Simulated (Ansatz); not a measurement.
# Te2Mo: how the settings move a single-point run

Question: which choices in the input matter for Te2Mo? The cell is built on a prototype (CdI2 type) and needn't be the phase found in nature.

Program: Ansatz 0.2.0. Level of theory: reference: DFT, PBE, plane waves, PAW. These are calculated values, not measurements.

2 further runs of the same task are left out: 2 that didn't finish.

## (1) The starting structure

It takes space group P-3m1 (No. 164, trigonal). Conventional cell: a = 3.519 Å, b = 3.519 Å, c = 7.214 Å, α = 90.00°, β = 90.00°, γ = 120.00°. Mo (site symmetry -3m) has 6 Te at 2.73 Å as nearest neighbours. Te (site symmetry 3m) is surrounded by 3 Mo at 2.73 Å.

Coordinates:

```xyz
3
Lattice="3.5195 0.0000 0.0000 -1.7597 3.0479 0.0000 0.0000 0.0000 7.2145" Properties=species:S:1:pos:R:3 pbc="T T T"
Mo    0.0000    0.0000    0.0000
Te    0.0000    2.0320    1.8283
Te    1.7597    1.0160    5.3862
```

## (2) Reference

Contents of input.yaml:

```yaml
crystal:
  lattice:
    - [3.5194545122, 0.0, 0.0]
    - [-1.7597272561, 3.047937015, 0.0]
    - [0.0, 0.0, 7.2144528865]
  atoms:
    - { symbol: Mo, position: [0.0, 0.0, 0.0] }
    - { symbol: Te, position: [0.3333333333, 0.6666666667, 0.253415608] }
    - { symbol: Te, position: [0.6666666667, 0.3333333333, 0.746584392] }
kpoints:
  mp_grid: { grid: [6, 6, 4] }
hamiltonian:
  xc: pbe
scf:
  occupations: { method: fermi_dirac, width: 0.02 }
  n_extra_bands: 4
output:
  forces: true
  stress: true
  eigenvalues: true
```

Started as:

```bash
$ ansatz run input.yaml --threads 4 --pin off --max-ram 3686MiB --backend cpu --events-out ev --progress --plain --runs-dir out
```

## (3) Changing settings: preconditioner resta

Edit input.yaml of step 2 so:

```diff
@@ -16,2 +16,3 @@
   n_extra_bands: 4
+  mixing: { preconditioner: resta }
 output:
```

## (4) Changing settings: occupations.method methfessel_paxton, occupations.width 0.5

Edit input.yaml of step 2 so:

```diff
@@ -14,3 +14,3 @@
 scf:
-  occupations: { method: fermi_dirac, width: 0.02 }
+  occupations: { method: methfessel_paxton, width: 0.5 }
   n_extra_bands: 4
```

## (5) Changing settings: accuracy high

Edit input.yaml of step 2 so:

```diff
@@ -20 +20,2 @@
   eigenvalues: true
+accuracy: high
```

## (6) Changing settings: ecutwfc 600

Edit input.yaml of step 2 so:

```diff
@@ -20 +20,3 @@
   eigenvalues: true
+basis:
+  ecutwfc: 600
```

## (7) Variant: mixing.ndim 30

Edit input.yaml of step 2 so:

```diff
@@ -16,2 +16,4 @@
   n_extra_bands: 4
+  mixing: { ndim: 30 }
+  max_iter: 91
 output:
```

## (8) A further run, with the input changed

Edit input.yaml of step 2 so:

```diff
@@ -16,2 +16,3 @@
   n_extra_bands: 4
+  max_iter: 51
 output:
@@ -20 +21,4 @@
   eigenvalues: true
+magnetization:
+  spin_polarized: true
+  initial_magnetization: 6.0
```

(Steps that only read results are left out.)

Q: Predict the outcome of this session. Wanted: for each run, ending; energy change; pressure; gap; force.

**Answer**, as computed:

| run | ending | energy change | pressure (GPa) | gap (eV) | force (eV/Å) | cycles | time |
| --- | --- | --- | --- | --- | --- | --- | --- |
| reference | converged | 0 | 1.9 | 0.00 | 0.24 | 6 | 0.32 s |
| 1: preconditioner resta | converged | 0.0 meV/atom | 1.9 | 0.00 | 0.24 | 8 | 0.33 s |
| 2: occupations.method methfessel_paxton, occupations.width 0.5 | converged | +2.2 meV/atom (σ→0) | 1.8 | 0.00 | 0.24 | 6 | 0.31 s |
| 3: accuracy high | converged | 0.0 meV/atom | 1.9 | 0.00 | 0.24 | 9 | 0.4 s |
| 4: ecutwfc 600 | converged | -1.1 meV/atom | 1.9 | 0.00 | 0.24 | 6 | 0.46 s |
| 5: mixing.ndim 30 | converged | 0.0 meV/atom | 1.9 | 0.00 | 0.24 | 6 | 0.31 s |
| 6: spin_polarized true, initial_magnetization 6.0 | converged | 0.0 meV/atom | 1.9 | 0.00 | 0.24 | 14 | 0.86 s |

Residual by cycle in the longest SCF loop of each run; runs are numbered as in the table. The quantity is the density residual dr2, in eV.

| cycle | reference | run 1 | run 2 | run 3 | run 4 | run 5 | run 6 |
| --- | --- | --- | --- | --- | --- | --- | --- |
| 1 | 0.00655 | 0.00655 | 0.00605 | 0.00654 | 0.00653 | 0.00655 | 0.574 |
| 2 | 4.5e-4 | 0.00237 | 0.00112 | 4.4e-4 | 4.4e-4 | 4.5e-4 | 1.21 |
| 3 | 1.9e-4 | 0.00176 | 2.6e-4 | 1.9e-4 | 2.0e-4 | 1.9e-4 | 0.698 |
| 5 | 8.2e-7 | 1.4e-5 | 2.3e-7 | 8.1e-7 | 1.0e-6 | 8.2e-7 | 0.0323 |
| 6 | 8.2e-8 | 2.7e-6 | 2.1e-8 | 8.0e-8 | 8.3e-8 | 8.2e-8 | 0.00236 |
| 7 | - | 2.1e-7 | - | 1.5e-9 | - | - | 5.5e-4 |
| 8 | - | 4.6e-9 | - | 1.5e-10 | - | - | 2.6e-4 |
| 9 | - | - | - | 4.1e-12 | - | - | 6.0e-5 |
| 10 | - | - | - | - | - | - | 1.5e-5 |
| 12 | - | - | - | - | - | - | 9.8e-8 |
| 13 | - | - | - | - | - | - | 1.8e-9 |
| 14 | - | - | - | - | - | - | 3.9e-9 |

**Reading.** No change moves the result by more than the table shows.
